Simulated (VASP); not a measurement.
# AlN (P6_3mc) in VASP: a series of runs, part 2 of 2

VASP 6.6.1.

### 4 Vibrations by finite differences, PBE

This run uses another cell than the first one, of 10.63 Å³/atom, 1.017 times its volume.

INCAR

```
SYSTEM = AlN
ALGO = Normal ; EDIFF = 1E-8
ENCUT = 520 ; GGA = PE
IBRION = 6 ; ISIF = 3
ISMEAR = 0 ; KPAR = 4
LASPH = .TRUE. ; LCHARG = .FALSE.
LREAL = .FALSE. ; LWAVE = .FALSE.
NBANDS = 16 ; NELM = 80
NFREE = 2 ; NSW = 1
POTIM = 0.015 ; PREC = Accurate
SIGMA = 0.02
```

KPOINTS

```
k-points
0
G
  18 18 10
  0 0 0
```

POSCAR

```
AlN                                     
1.0
    3.1285719314      0.0000000000      0.0000000000
   -1.5642859657      2.7094227681      0.0000000000
    0.0000000000      0.0000000000      5.0164576356
  Al              N             
     2     2
Direct
     0.3333333300000021    0.6666666699999979    0.9992574435709471
     0.6666666699999979    0.3333333300000021    0.4992574435709471
     0.3333333300000021    0.6666666699999979    0.3807425564290554
     0.6666666699999979    0.3333333300000021    0.8807425564290554
```

Potentials or basis: VASP PAW PBE potentials, release 64 (Al, N).

The run is started by

```sh
$ cat potpaw_PBE.64/Al/POTCAR potpaw_PBE.64/N/POTCAR > POTCAR
$ mpirun -np 4 vasp_std > vasp.out
```

OUTCAR:

```text
SYSTEM = AlN
   EDIFF = 1E-8
   ENCUT = 520
   GGA = PE
   IBRION = 6
   ISIF = 3
   ISMEAR = 0
   LASPH = .TRUE.
   LREAL = .FALSE.
   NELM = 80
   NFREE = 2
   NSW = 1
   POTIM = 0.015
   PREC = Accurate

 ion  position               nearest neighbor table
[... 936 lines left out ...]
     -0.000000  1.806282  1.909979     0.000000    0.000000   -0.707062
      1.564286  0.903141  4.418208     0.000000    0.000000    0.707062
[... 71 lines left out ...]
  12 f/i=    0.001055 THz     0.006629 2PiTHz    0.035192 cm-1     0.004363 meV
             X         Y         Z           dx          dy          dz
     -0.000000  1.806282  5.012733    -0.523453   -0.234955    0.000000
      1.564286  0.903141  2.504504    -0.523453   -0.234955    0.000000
     -0.000000  1.806282  1.909979    -0.377032   -0.169233    0.000000
      1.564286  0.903141  4.418208    -0.377032   -0.169233    0.000000

--------------------------------------------------------------------------------------------------------

 ELASTIC MODULI CONTR FROM IONIC RELAXATION (kBar)
 Direction    XX          YY          ZZ          XY          YZ          ZX
 --------------------------------------------------------------------------------
 XX        -637.1236    315.5127    355.8219      0.0000      0.0000     -0.0000
 YY         315.5127   -637.1236    355.8219     -0.0000      0.0000      0.0000
 ZZ         355.8219    355.8219   -787.3439      0.0000      0.0000      0.0000
 XY           0.0000     -0.0000      0.0000   -476.3181     -0.0000      0.0000
 YZ          -0.0000      0.0000      0.0000     -0.0000   -126.4554     -0.0000
 ZX          -0.0000      0.0000      0.0000     -0.0000     -0.0000   -126.4554
 --------------------------------------------------------------------------------

 TOTAL ELASTIC MODULI (kBar)
 Direction    XX          YY          ZZ          XY          YZ          ZX
 --------------------------------------------------------------------------------
 XX        3758.9371   1281.6563    976.2315      0.0000      0.0000     -0.0000
 YY        1281.6563   3758.9370    976.2315     -0.0000      0.0000      0.0000
 ZZ         976.2315    976.2315   3564.3634      0.0000      0.0000      0.0000
 XY           0.0000     -0.0000      0.0000   1238.6404     -0.0000      0.0000
 YZ          -0.0000      0.0000      0.0000     -0.0000   1123.4354     -0.0000
 ZX          -0.0000      0.0000      0.0000     -0.0000     -0.0000   1123.4354
 --------------------------------------------------------------------------------
```

OSZICAR:

```text
N       E                     dE             d eps       ncg     rms          rms(c)
DAV:   1     0.412696406040E+02    0.41270E+02   -0.72984E+03  7104   0.893E+02
DAV:   2    -0.309066492150E+02   -0.72176E+02   -0.66094E+02  9936   0.186E+02
DAV:   3    -0.344396882477E+02   -0.35330E+01   -0.35232E+01  9032   0.426E+01
[... 14 lines left out ...]
DAV:   2    -0.297791346178E+02    0.18264E-02   -0.19819E-02 12904   0.114E+00    0.139E-01
DAV:   3    -0.297783312041E+02    0.80341E-03   -0.17027E-03 13672   0.382E-01    0.377E-02
DAV:   4    -0.297783554524E+02   -0.24248E-04   -0.42938E-04 11672   0.138E-01    0.233E-02
DAV:   5    -0.297783537647E+02    0.16877E-05   -0.54209E-06 14832   0.212E-02    0.989E-03
DAV:   6    -0.297783537694E+02   -0.46754E-08   -0.13567E-06 13184   0.947E-03    0.227E-03
DAV:   7    -0.297783537652E+02    0.41655E-08   -0.94501E-08 12864   0.294E-03
  21 F= -.29778354E+02 E0= -.29778354E+02  d E =-.422725E-14
```

stdout:

```text
POSCAR found type information on POSCAR AlN
 POSCAR found :  2 types and       4 ions
 scaLAPACK will be used
 LDA part: xc-table for (Slater+PW92), standard interpolation
 POSCAR, INCAR and KPOINTS ok, starting setup
 FFT: planning ... GRIDC
 FFT: planning ... GRID_SOFT
 FFT: planning ... GRID
 WAVECAR not read
 entering main loop
 Found     4 degrees of freedom:
 Adding 6 more for cell shape distortion
 Finite differences POTIM= 0.01500 DOF=  10
 bond charge predicted
 Finite differences progress:
 bond charge predicted
 Finite differences progress:
 bond charge predicted
 Finite differences progress:
 bond charge predicted
 Finite differences progress:
 bond charge predicted
 Finite differences progress:
 bond charge predicted
 Finite differences progress:
 bond charge predicted
 Finite differences progress:
 bond charge predicted
 Finite differences progress:
 bond charge predicted
 Finite differences progress:
 bond charge predicted
 Finite differences progress:
 bond charge predicted
 Finite differences progress:
 bond charge predicted
 Finite differences progress:
 bond charge predicted
 Finite differences progress:
 bond charge predicted
 Finite differences progress:
 bond charge predicted
 Finite differences progress:
 bond charge predicted
 Finite differences progress:
 bond charge predicted
 Finite differences progress:
 bond charge predicted
 Finite differences progress:
 bond charge predicted
 Finite differences progress:
 bond charge predicted
 Finite differences progress:
```

It took 12 min on 4 MPI ranks of Intel Xeon Platinum 8488C (Sapphire Rapids), shared host; peak memory 1.4 GiB.

Results:

| Quantity | Value |
| --- | --- |
| Voigt bulk modulus | 195 GPa |
| Highest phonon frequency at Γ, LO-TO splitting left out | 707 cm⁻¹ |

Phonon frequencies in cm⁻¹ (negative: imaginary):
| q point | frequencies |
| --- | --- |
| (0.000, 0.000, 0.000) | 0 0 0 237 237 536 596 638 638 650 650 707 |

Elastic tensor in Voigt notation (GPa, in the Cartesian axes of the cell as first typed):
```
376 128  98   0   0   0
128 376  98   0   0   0
 98  98 356   0   0   0
  0   0   0 112   0   0
  0   0   0   0 112   0
  0   0   0   0   0 124
```

Clamped-ion elastic tensor (GPa):
```
440  97  62   0   0   0
 97 440  62   0   0   0
 62  62 435   0   0   0
  0   0   0 125   0   0
  0   0   0   0 125   0
  0   0   0   0   0 171
```
